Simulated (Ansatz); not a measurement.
**AlRu: pressure up to the limit of the methods, part 1 of 2**

Aim: compress AlRu (NiAs type) step by step, far beyond the usual range, and follow pressure and electronic structure. The runs shown use LAPW, crystal datasets and norm-conserving. Companion runs by PAW are cited. Its runs: the reference run (LAPW); volume scaled by 1 (crystal datasets and norm-conserving); volume scaled by 0.94 (LAPW and crystal datasets); volume scaled by 0.88 (LAPW); volume scaled by 0.8 (LAPW); volume scaled by 0.72 (LAPW); volume scaled by 0.64 (LAPW); volume scaled by 0.55 (LAPW, crystal datasets and norm-conserving).

Computed with Ansatz 0.2.0 (DFT PBE, with the methods named in each step, unless a step's input says otherwise).

## 1. The structure to begin with

It takes space group P6_3/mmc (No. 194, hexagonal). The conventional cell has a = 2.894 Å, b = 2.894 Å, c = 7.793 Å, α = 90.00°, β = 90.00°, γ = 120.00°. Around Ru (site symmetry -3m) lie 6 Al at 2.57 Å and 6 Ru at 2.89 Å. Around Al (site symmetry -6m2) lie 6 Ru at 2.57 Å and 6 Al at 2.89 Å.

Coordinates:

```
Ru Al
1.0
     2.89386    0.00000    0.00000
    -1.44693    2.50616    0.00000
     0.00000    0.00000    7.79265
Ru Al
2 2
Cartesian
  0.0000 0.0000 0.0000
  0.0000 0.0000 3.8963
  0.0000 1.6708 1.9482
  1.4469 0.8354 5.8445
```

Whether this phase is the stable one at these pressures isn't tested.

Atoms are numbered in the order of the input: Ru1, Ru2, Al3, Al4.

## 2. The reference volume, LAPW

input.yaml

```yaml
crystal:
  lattice:
    - [2.8938585491, 0.0, 0.0]
    - [-1.4469292746, 2.5061550185, 0.0]
    - [0.0, 0.0, 7.7926534022]
  atoms:
    - { symbol: Ru, position: [0.0, 0.0, 0.0] }
    - { symbol: Ru, position: [0.0, 0.0, 0.5] }
    - { symbol: Al, position: [0.3333333333, 0.6666666667, 0.25] }
    - { symbol: Al, position: [0.6666666667, 0.3333333333, 0.75] }
kpoints:
  mp_grid: { grid: [11, 11, 6] }
  band_path:
    path:
      - [0.0, 0.0, 0.0]
      - [0.5, 0.0, 0.0]
      - [0.3333333333, 0.3333333333, 0.0]
      - [0.0, 0.0, 0.0]
      - [0.0, 0.0, 0.5]
      - [0.5, 0.0, 0.5]
      - [0.3333333333, 0.3333333333, 0.5]
      - [0.0, 0.0, 0.5]
      - [0.5, 0.0, 0.5]
    npoints: 14
scf:
  occupations: { method: fermi_dirac, width: 0.08 }
hamiltonian:
  xc: pbe
  pseudopotentials: { kind: all_electron, lapw: { basis_error: 0.001 } }
output:
  forces: true
  stress: true
  eigenvalues: true
  populations: true
  dos: { projected: true, de: 0.2, e_range: [-14, 8] }
```

Started as:

```
$ ansatz run input.yaml --threads 1 --pin off --max-ram 3072MiB --backend cpu --events-out ev --progress --plain --runs-dir out
```

The log of the run:

```text
Ru: projections on atomic orbitals take those of the free atom 1s2 2s2 2p6 3s2 3p6 3d10 4s2 4p6 4d7 5s1, of charge +0.00 (hamiltonian.pseudopotentials.projection_atoms)
Al: projections on atomic orbitals take those of the free atom 1s2 2s2 2p6 3s2 3p1, of charge +0.00 (hamiltonian.pseudopotentials.projection_atoms)
LAPW: plane waves up to 8.041 Å⁻¹, error target 1.0e-3 eV per atom; small_component_spin mean_spin; Al in spheres of 1.159 Å, 11 of its electrons in bands, Dirac shells []; Ru in spheres of 1.408 Å, 26 of its electrons in bands, Dirac shells []
Engine: ansatz 0.2.0
Pseudopotentials: kind: all_electron
Pseudopotential: Ru, LAPW, valence charge 26, Koelling and Harmon's equation, gaussian nucleus
Pseudopotential: Al, LAPW, valence charge 11, Koelling and Harmon's equation, gaussian nucleus
Functional definition: PBE
  parameter kappa = 0.804
  parameter beta = 0.06672455060314922
  exchange = pbe_x(kappa = kappa, mu = beta*pi^2/3)
  correlation = pbe_c(beta = beta)
Crystal: 4 atoms, lattice volume = 56.516 Å³
Basis set: ecut = 246.35130796560335 eV, 499 PW (Γ), exchange–correlation at level 2
Bands: 45, of which v1, the nominal top of the filled ones, is band 37 counted from 1 (36 counted from 0)
Symmetry: 24 space group operations
Space group: P63/mmc (ITA 194), of the structure as read, at distance tolerance 3.8e-5 Å
k-points: 64 of 726
Non-local potential: Ru, projectors of the file, none
Non-local potential: Al, projectors of the file, none
Initial density: superposition of atomic densities (chi_scale 0.1, normalization cell, long waves kept (reshape's long-wave potential 0.00 eV rms))
Initial wavefunctions: plane waves of lowest kinetic energy (no species holds an atomic orbital)
Functional: x = pbe(κ = 0.804, μ = 0.2195149727645171), c = pbe(β = 0.06672455060314922)
iter 1 solved again at ethr=1.21e-3 eV; its pass at ethr=1.00e-1 eV (dr2=8.94e-1 eV) is discarded
SCF iter   1: F=—  HF=-259808.678045 eV  |F-HF|=—  |Δ(HF+E_count)|=         —  Δρ=4.05e-2  dr2=8.97e-1  ethr=1.21e-3  ⟨swp⟩=2.2  Hψ=18747  notcnv=0
preconditioner: auto → Kerker (q_TF=auto, 2.854 Å⁻¹)  [metal: Δε(μ)=0.041 eV  Ē_g=7.901 eV  σ=0.080 eV  W_gap=0.13  n_scr=24 (ndim 8)  ℏωp=23.2 eV  f_vac=0.000  D(μ)=2.69/eV (n_scr^D=24)]
SCF iter   2: F=—  HF=-259808.143236 eV  |F-HF|=—  |Δ(HF+E_count)|=   5.35e-1  Δρ=3.31e-2  dr2=1.55e0  ethr=1.21e-3  ⟨swp⟩=3.0  Hψ=8983  notcnv=0
SCF iter   3: F=—  HF=-259807.367583 eV  |F-HF|=—  |Δ(HF+E_count)|=   7.76e-1  Δρ=1.52e-2  dr2=1.85e-1  ethr=1.21e-3  ⟨swp⟩=2.0  Hψ=8000  notcnv=0
SCF iter   4: F=—  HF=-259807.318659 eV  |F-HF|=—  |Δ(HF+E_count)|=         —  Δρ=6.46e-3  dr2=5.72e-2  ethr=2.50e-4  ⟨swp⟩=2.0  Hψ=8262  notcnv=0
the basis was enlarged: its passes take 980.0 KiB over the memory plan, 1 of 1 planned eigensolver slots
iter 5 solved again at ethr=1.88e-6 eV; its pass at ethr=7.72e-5 eV (dr2=1.39e-3 eV) is discarded
SCF iter   5: F=—  HF=-259807.304195 eV  |F-HF|=—  |Δ(HF+E_count)|=   1.45e-2  Δρ=1.85e-3  dr2=1.38e-3  ethr=1.88e-6  ⟨swp⟩=2.0  Hψ=13930  notcnv=0
SCF iter   6: F=—  HF=-259807.302454 eV  |F-HF|=—  |Δ(HF+E_count)|=   1.74e-3  Δρ=5.07e-4  dr2=9.86e-5  ethr=1.87e-6  ⟨swp⟩=2.0  Hψ=8191  notcnv=0
SCF iter   7: F=—  HF=-259807.302118 eV  |F-HF|=—  |Δ(HF+E_count)|=   3.36e-4  Δρ=1.29e-4  dr2=1.14e-5  ethr=1.33e-7  ⟨swp⟩=2.0  Hψ=8192  notcnv=0
SCF iter   8: F=—  HF=-259807.302107 eV  |F-HF|=—  |Δ(HF+E_count)|=   1.10e-5  Δρ=5.34e-5  dr2=2.45e-6  ethr=1.54e-8  ⟨swp⟩=2.1  Hψ=8198  notcnv=0
SCF iter   9: F=—  HF=-259807.302107 eV  |F-HF|=—  |Δ(HF+E_count)|=   2.72e-7  Δρ=1.68e-5  dr2=2.51e-7  ethr=3.30e-9  ⟨swp⟩=2.0  Hψ=8190  notcnv=0
SCF iter  10: F=-259807.302107 eV  HF=-259807.302107 eV  |F-HF|=2.22e-8  |Δ(HF+E_count)|=   2.02e-8  Δρ=4.06e-6  dr2=1.90e-8  ethr=3.40e-10  ⟨swp⟩=2.0  Hψ=8190  notcnv=0
SCF 1 converged in 10 iterations: F = -259807.302107 eV  dr2 = 1.90e-8
NSCF: frozen V_eff on 113 k-points
SCF converged after 10 iterations
Free energy (F): -259807.302107 eV
Harris-Foulkes:  -259807.302107 eV  (|F-HF|=2.22e-8)
Internal energy: -259807.256968 eV  (E = F + TS)
E sigma→0 (E₀):  -259807.279537 eV
Entropy (-TS):   -0.045139 eV (-11.285 meV/atom)
Fermi energy:    17.464515 eV
--- Per-component energies (eV) ---
  E_band       = -6119.608035
  E_kinetic    = 269666.573777
  E_xc         = -8300.574228
  E_electrostatic = -521173.256517  (all electrons and nuclei)
  E_smearing   = -0.045139  (= −TS)
  E_closure    = 0.000000  (closes the sum)
  E_atoms      = -259779.453627  (free atoms, spherical and without spin; not in F)
  Σ components = -259807.302107   (vs F -259807.302107, Δ=0.00e0)
  Basis errors (estimates in eV, not in F): energy 2.9e-4 per atom: plane waves 2.6e-4 (1.4e-4 summed), levels above the bands 1.5e-40, relativity 3.0e-8, radial functions 3.6e-5, core shells 2.2e-7; eigenvalues (radial functions only) 1.8e-6; not estimated: angular momenta, meshes, grids; target (lapw.basis_error) 1.0e-3; muffin-tin radii Al 1.159 Å, Ru 1.408 Å
--- Forces (eV/Å), atoms counted from 1 ---
  atom   1  Ru     0.00000000    -0.00000000     0.00000000
  atom   2  Ru     0.00000000    -0.00000000     0.00000000
  atom   3  Al    -0.00000000     0.00000000     0.00000000
  atom   4  Al     0.00000000    -0.00000000    -0.00000000
  max |Σ_I F_I| component: 2.31e-18 eV/Å
--- Stress (GPa, compression-positive) ---
       -0.063361      -0.000000      -0.000000
       -0.000000      -0.063361      -0.000000
       -0.000000      -0.000000      -0.013158
  P = ⅓ Tr σ = -0.0466 GPa (-0.466 kbar)
--- Band table (eV; the first three rows and the last of 64) ---
  k-point 0: bands = ["-251.4759", "-251.4759", "-251.4759", "-251.4759", "-251.3733", "-251.3733", "-251.3686", "-251.3686", "-251.3686", "-251.3686", "-84.9149", "-84.9149", "-54.6442", "-54.6440", "-46.3908", "-46.3908", "-46.3908", "-46.3908", "-46.3348", "-46.3336", "-24.5734", "-24.5576", "-24.5177", "-24.5177", "-24.5174", "-24.5174", "7.7614", "9.7776", "11.4212", "13.4368", "15.6591", "15.7934", "15.7934", "15.8359", "15.8359", "17.2005", "17.2005", "17.4961", "17.4961", "17.5789", "24.1055", "27.0768", "29.3168", "29.3168", "29.8040"]
  k-point 1: bands = ["-251.4759", "-251.4759", "-251.4759", "-251.4759", "-251.3733", "-251.3733", "-251.3686", "-251.3686", "-251.3686", "-251.3686", "-84.9149", "-84.9149", "-54.6442", "-54.6440", "-46.3908", "-46.3908", "-46.3908", "-46.3908", "-46.3347", "-46.3337", "-24.5724", "-24.5587", "-24.5177", "-24.5177", "-24.5174", "-24.5174", "7.8421", "9.4864", "11.7447", "13.3873", "15.7152", "15.7962", "15.7962", "15.8330", "15.8330", "17.2192", "17.2192", "17.3500", "17.4751", "17.4751", "24.4041", "26.9715", "29.4438", "29.4438", "29.8844"]
  k-point 2: bands = ["-251.4759", "-251.4759", "-251.4759", "-251.4759", "-251.3733", "-251.3733", "-251.3686", "-251.3686", "-251.3686", "-251.3686", "-84.9149", "-84.9149", "-54.6441", "-54.6440", "-46.3908", "-46.3908", "-46.3908", "-46.3908", "-46.3345", "-46.3339", "-24.5695", "-24.5616", "-24.5176", "-24.5176", "-24.5175", "-24.5175", "8.0800", "8.9571", "12.3416", "13.2160", "15.8039", "15.8039", "15.8252", "15.8252", "15.9078", "16.8239", "17.2710", "17.2710", "17.4187", "17.4187", "25.1304", "26.6121", "29.7982", "29.7982", "30.1328"]
  k-point 63: bands = ["-251.4759", "-251.4759", "-251.4759", "-251.4759", "-251.3733", "-251.3733", "-251.3686", "-251.3686", "-251.3686", "-251.3686", "-84.9132", "-84.9132", "-54.5926", "-54.5926", "-46.4028", "-46.4028", "-46.3999", "-46.3999", "-46.3326", "-46.3326", "-24.8249", "-24.8249", "-24.7498", "-24.7498", "-24.4998", "-24.4998", "13.1906", "13.1906", "13.7265", "13.7265", "14.5912", "14.5912", "14.7210", "14.7210", "15.4283", "15.4283", "19.5858", "19.5858", "19.7759", "19.7759", "21.0410", "21.0410", "24.0455", "24.0455", "24.9681"]
--- Löwdin populations: 4 sites ---
  site symbol       q [e]
     0     Ru     43.9163
     1     Ru     43.9163
     2     Al     12.9809
     3     Al     12.9809
  spilling = 0.001803 (of n_electrons = 114.000000)
```

Wall time 76 s (1 thread of Intel Xeon Platinum 8375C at 2.90GHz (Ice Lake), shared host); peak memory 0.6 GiB.

In short: pressure -0.05 GPa; no gap.

Levels at the path's labelled points, in eV from the Fermi level:

| point | band 34 | band 35 | band 36 | band 37 | band 38 | band 39 | band 40 |
| --- | --- | --- | --- | --- | --- | --- | --- |
| Γ | -1.63 | -1.63 | -0.26 | -0.26 | 0.03 | 0.03 | 0.11 |
| M | -1.17 | -0.76 | -0.72 | 0.25 | 1.42 | 1.43 | 3.33 |
| K | -2.10 | -2.10 | -0.62 | -0.54 | 1.63 | 1.63 | 3.24 |
| Γ | -1.63 | -1.63 | -0.26 | -0.26 | 0.03 | 0.03 | 0.11 |
| A | -1.65 | -1.18 | -1.18 | -0.12 | -0.12 | -0.12 | -0.12 |
| L | -1.26 | -0.96 | -0.96 | 1.43 | 1.43 | 1.56 | 1.56 |
| H | -2.75 | -2.11 | -2.11 | 2.27 | 2.27 | 2.33 | 2.33 |
| A | -1.65 | -1.18 | -1.18 | -0.12 | -0.12 | -0.12 | -0.12 |
| L | -1.26 | -0.96 | -0.96 | 1.43 | 1.43 | 1.56 | 1.56 |

States per cell in windows of 1 eV (zero at the Fermi level; grid of 0.20 eV, so sharp peaks spill over the borders):

| from | to | total | Ru 4d | Al 3p | Al 3s |
| --- | --- | --- | --- | --- | --- |
| -10 | -9 | 0.09 | 0.00 | 0.01 | 0.04 |
| -9 | -8 | 0.40 | 0.01 | 0.10 | 0.15 |
| -8 | -7 | 0.72 | 0.06 | 0.23 | 0.30 |
| -7 | -6 | 0.94 | 0.20 | 0.32 | 0.31 |
| -6 | -5 | 1.42 | 0.58 | 0.39 | 0.33 |
| -5 | -4 | 1.49 | 0.78 | 0.41 | 0.14 |
| -4 | -3 | 3.55 | 2.56 | 0.65 | 0.12 |
| -3 | -2 | 4.82 | 3.62 | 0.76 | 0.24 |
| -2 | -1 | 4.30 | 3.43 | 0.61 | 0.10 |
| -1 | 0 | 3.94 | 3.42 | 0.39 | 0.05 |
| 0 | 1 | 1.90 | 1.47 | 0.30 | 0.06 |
| 1 | 2 | 2.16 | 1.51 | 0.45 | 0.13 |
| 2 | 3 | 1.24 | 0.52 | 0.57 | 0.07 |
| 3 | 4 | 1.08 | 0.40 | 0.47 | 0.11 |
| 4 | 5 | 1.57 | 0.33 | 0.62 | 0.29 |

## 3. Volume scaled by 1, crystal datasets

input.yaml

```yaml
crystal:
  lattice:
    - [2.8938585491, 0.0, 0.0]
    - [-1.4469292746, 2.5061550185, 0.0]
    - [0.0, 0.0, 7.7926534022]
  atoms:
    - { symbol: Ru, position: [0.0, 0.0, 0.0] }
    - { symbol: Ru, position: [0.0, 0.0, 0.5] }
    - { symbol: Al, position: [0.3333333333, 0.6666666667, 0.25] }
    - { symbol: Al, position: [0.6666666667, 0.3333333333, 0.75] }
kpoints:
  mp_grid: { grid: [11, 11, 6] }
scf:
  occupations: { method: fermi_dirac, width: 0.08 }
hamiltonian:
  xc: pbe
  pseudopotentials: { kind: all_electron, datasets: crystal }
output:
  forces: true
  stress: true
  eigenvalues: true
```

Started as:

```
$ ansatz run input.yaml --threads 1 --pin off --max-ram 3072MiB --backend cpu --events-out ev --progress --plain --runs-dir out
```

The log of the run, shortened:

```text
[...]
band count auto-derived: 21 (N_el = 22.0; filled up to band 11; 15 by the electrons, moments and atoms)
[...]
Pseudopotentials: kind: all_electron
Pseudopotential: Ru, paw, valence charge 16, recommended cutoff 260 eV (normal), Koelling and Harmon's equation, gaussian nucleus
Pseudopotential: Al, paw, valence charge 11, recommended cutoff 260 eV (normal), Koelling and Harmon's equation, gaussian nucleus
Functional definition: PBE
[...]
       -0.060739      -0.000000      -0.000000
       -0.000000      -0.060739      -0.000000
       -0.000000      -0.000000      -0.013977
  P = ⅓ Tr σ = -0.0452 GPa (-0.452 kbar)
  It holds what live shells' own plane waves past their cutoff add
--- Band table (eV; the first three rows and the last of 64) ---
  k-point 0: bands = ["7.7614", "9.7776", "11.4212", "13.4369", "15.6592", "15.7935", "15.7935", "15.8360", "15.8360", "17.2005", "17.2005", "17.4961", "17.4961", "17.5788", "24.1055", "27.0766", "29.3169", "29.3169", "29.8040"]
[...]
```

It took 18 s on 1 thread of Intel Xeon Platinum 8375C at 2.90GHz (Ice Lake), shared host; peak memory 0.6 GiB.

Read from it: pressure -0.05 GPa; no gap.

## 4. Volume scaled by 1, norm-conserving

input.yaml, as its differences from that of step 3:

```diff
@@ -16,3 +16,3 @@
   xc: pbe
-  pseudopotentials: { kind: all_electron, datasets: crystal }
+  pseudopotentials: { kind: nc }
 output:
```

Started as:

```
$ ansatz run input.yaml --threads 1 --pin off --max-ram 3072MiB --backend cpu --events-out ev --progress --plain --runs-dir out
```

The log of the run, shortened:

```text
[...]
Pseudopotentials: kind: nc
Pseudopotential: Ru, nc, valence charge 16, recommended cutoff 1142.878222 eV (normal), Ru.nc.azcp
Pseudopotential: Al, nc, valence charge 3, recommended cutoff 544.227725 eV (normal), Al.nc.azcp
Functional definition: PBE
[...]
Crystal: 4 atoms, lattice volume = 56.516 Å³
[...]
  atom   2  Ru    -0.00000000     0.00000000     0.00000000
  atom   3  Al    -0.00000000     0.00000000     0.00000000
  atom   4  Al     0.00000000    -0.00000000    -0.00000000
[...]
--- Stress (GPa, compression-positive) ---
       -0.068970       0.000000       0.000000
        0.000000      -0.068970       0.000000
        0.000000       0.000000       0.036294
  P = ⅓ Tr σ = -0.0339 GPa (-0.339 kbar)
--- Band table (eV; the first three rows and the last of 64) ---
[... band rows left out ...]
[...]
```

It took 15 s on 1 thread of Intel Xeon Platinum 8375C at 2.90GHz (Ice Lake), shared host; peak memory 0.51 GiB.

Read from it: pressure -0.03 GPa; no gap.

## 5. Volume scaled by 0.94, LAPW

input.yaml, as its differences from that of step 4:

```diff
@@ -2,5 +2,5 @@
   lattice:
-    - [2.8938585491, 0.0, 0.0]
-    - [-1.4469292746, 2.5061550185, 0.0]
-    - [0.0, 0.0, 7.7926534022]
+    - [2.8265514426, 0.0, 0.0]
+    - [-1.4132757213, 2.4478653544, 0.0]
+    - [0.0, 0.0, 7.6781046008]
   atoms:
@@ -16,3 +16,3 @@
   xc: pbe
-  pseudopotentials: { kind: nc }
+  pseudopotentials: { kind: all_electron, lapw: { basis_error: 0.001 } }
 output:
@@ -21 +21,2 @@
   eigenvalues: true
+  populations: true
```

Started as:

```
$ ansatz run input.yaml --threads 1 --pin off --max-ram 3072MiB --backend cpu --events-out ev --progress --plain --runs-dir out
```

The log of the run, shortened:

```text
Ru: projections on atomic orbitals take those of the free atom 1s2 2s2 2p6 3s2 3p6 3d10 4s2 4p6 4d7 5s1, of charge +0.00 (hamiltonian.pseudopotentials.projection_atoms)
Al: projections on atomic orbitals take those of the free atom 1s2 2s2 2p6 3s2 3p1, of charge +0.00 (hamiltonian.pseudopotentials.projection_atoms)
[...]
--- Stress (GPa, compression-positive) ---
       13.336572       0.000000      -0.000000
        0.000000      13.336572       0.000000
       -0.000000       0.000000      13.362374
  P = ⅓ Tr σ = 13.3452 GPa (133.452 kbar)
--- Band table (eV; the first three rows and the last of 64) ---
[...]
--- Löwdin populations: 4 sites ---
  site symbol       q [e]
     0     Ru     43.9314
     1     Ru     43.9314
     2     Al     12.9638
     3     Al     12.9638
  spilling = 0.001838 (of n_electrons = 114.000000)
```

It took 40 s on 1 thread of Intel Xeon Platinum 8375C at 2.90GHz (Ice Lake), shared host; peak memory 0.59 GiB.

Read from it: pressure 13.35 GPa; no gap.

## 6. Volume scaled by 0.94, crystal datasets

input.yaml, as its differences from that of step 5:

```diff
@@ -16,3 +16,3 @@
   xc: pbe
-  pseudopotentials: { kind: all_electron, lapw: { basis_error: 0.001 } }
+  pseudopotentials: { kind: all_electron, datasets: crystal }
 output:
@@ -21,2 +21 @@
   eigenvalues: true
-  populations: true
```

Started as:

```
$ ansatz run input.yaml --threads 1 --pin off --max-ram 3072MiB --backend cpu --events-out ev --progress --plain --runs-dir out
```

The log of the run, shortened:

```text
[...]
band count auto-derived: 21 (N_el = 22.0; filled up to band 11; 15 by the electrons, moments and atoms)
[...]
Pseudopotentials: kind: all_electron
Pseudopotential: Ru, paw, valence charge 16, recommended cutoff 280 eV (normal), Koelling and Harmon's equation, gaussian nucleus
Pseudopotential: Al, paw, valence charge 11, recommended cutoff 280 eV (normal), Koelling and Harmon's equation, gaussian nucleus
Functional definition: PBE
[...]
        0.000000      13.341201       0.000000
       -0.000000       0.000000      13.363325
  P = ⅓ Tr σ = 13.3486 GPa (133.486 kbar)
  It holds what live shells' own plane waves past their cutoff add
--- Band table (eV; the first three rows and the last of 64) ---
  k-point 0: bands = ["8.7063", "10.8251", "12.4675", "14.4270", "16.7887", "17.0092", "17.0092", "17.0473", "17.0473", "18.5756", "18.5756", "18.8567", "18.8869", "18.8869", "25.7463", "28.4435", "31.1896", "31.1896", "31.6758"]
[...]
```

Run time: 16 s. Hardware: 1 thread of Intel Xeon Platinum 8375C at 2.90GHz (Ice Lake), shared host; peak memory 0.62 GiB.

In short: pressure 13.35 GPa; no gap.

## 7. Volume scaled by 0.88, LAPW

input.yaml, as its differences from that of step 6:

```diff
@@ -2,5 +2,5 @@
   lattice:
-    - [2.8265514426, 0.0, 0.0]
-    - [-1.4132757213, 2.4478653544, 0.0]
-    - [0.0, 0.0, 7.6781046008]
+    - [2.7587812619, 0.0, 0.0]
+    - [-1.379390631, 2.3891746563, 0.0]
+    - [0.0, 0.0, 7.545501255]
   atoms:
@@ -16,3 +16,3 @@
   xc: pbe
-  pseudopotentials: { kind: all_electron, datasets: crystal }
+  pseudopotentials: { kind: all_electron, lapw: { basis_error: 0.001 } }
 output:
@@ -21 +21,2 @@
   eigenvalues: true
+  populations: true
```

Started as:

```
$ ansatz run input.yaml --threads 1 --pin off --max-ram 3072MiB --backend cpu --events-out ev --progress --plain --runs-dir out
```

The log of the run, shortened:

```text
Ru: projections on atomic orbitals take those of the free atom 1s2 2s2 2p6 3s2 3p6 3d10 4s2 4p6 4d7 5s1, of charge +0.00 (hamiltonian.pseudopotentials.projection_atoms)
Al: projections on atomic orbitals take those of the free atom 1s2 2s2 2p6 3s2 3p1, of charge +0.00 (hamiltonian.pseudopotentials.projection_atoms)
[...]
--- Stress (GPa, compression-positive) ---
       32.028236      -0.000000       0.000000
       -0.000000      32.028236      -0.000000
        0.000000      -0.000000      32.029741
  P = ⅓ Tr σ = 32.0287 GPa (320.287 kbar)
--- Band table (eV; the first three rows and the last of 64) ---
[...]
--- Löwdin populations: 4 sites ---
  site symbol       q [e]
     0     Ru     43.9513
     1     Ru     43.9513
     2     Al     12.9419
     3     Al     12.9419
  spilling = 0.001875 (of n_electrons = 114.000000)
```

Run time: 42 s. Hardware: 1 thread of Intel Xeon Platinum 8375C at 2.90GHz (Ice Lake), shared host; peak memory 0.59 GiB.

Read from it: pressure 32.03 GPa; no gap.

## 8. Volume scaled by 0.8, LAPW

input.yaml, as its differences from that of step 7:

```diff
@@ -2,5 +2,5 @@
   lattice:
-    - [2.7587812619, 0.0, 0.0]
-    - [-1.379390631, 2.3891746563, 0.0]
-    - [0.0, 0.0, 7.545501255]
+    - [2.6669933359, 0.0, 0.0]
+    - [-1.333496668, 2.3096839806, 0.0]
+    - [0.0, 0.0, 7.3398314086]
   atoms:
```

Started as:

```
$ ansatz run input.yaml --threads 1 --pin off --max-ram 3072MiB --backend cpu --events-out ev --progress --plain --runs-dir out
```

The log of the run, shortened:

```text
Ru: projections on atomic orbitals take those of the free atom 1s2 2s2 2p6 3s2 3p6 3d10 4s2 4p6 4d7 5s1, of charge +0.00 (hamiltonian.pseudopotentials.projection_atoms)
Al: projections on atomic orbitals take those of the free atom 1s2 2s2 2p6 3s2 3p1, of charge +0.00 (hamiltonian.pseudopotentials.projection_atoms)
[...]
--- Stress (GPa, compression-positive) ---
       69.009737       0.000000      -0.000000
        0.000000      69.009737       0.000000
       -0.000000       0.000000      68.945995
  P = ⅓ Tr σ = 68.9885 GPa (689.885 kbar)
--- Band table (eV; the first three rows and the last of 64) ---
[...]
--- Löwdin populations: 4 sites ---
  site symbol       q [e]
     0     Ru     43.9873
     1     Ru     43.9873
     2     Al     12.9025
     3     Al     12.9025
  spilling = 0.001932 (of n_electrons = 114.000000)
```

Run time: 45 s. Hardware: 1 thread of Intel Xeon Platinum 8375C at 2.90GHz (Ice Lake), shared host; peak memory 0.63 GiB.

Read from it: pressure 68.99 GPa; no gap.

(Continued in part 2 of 2.)
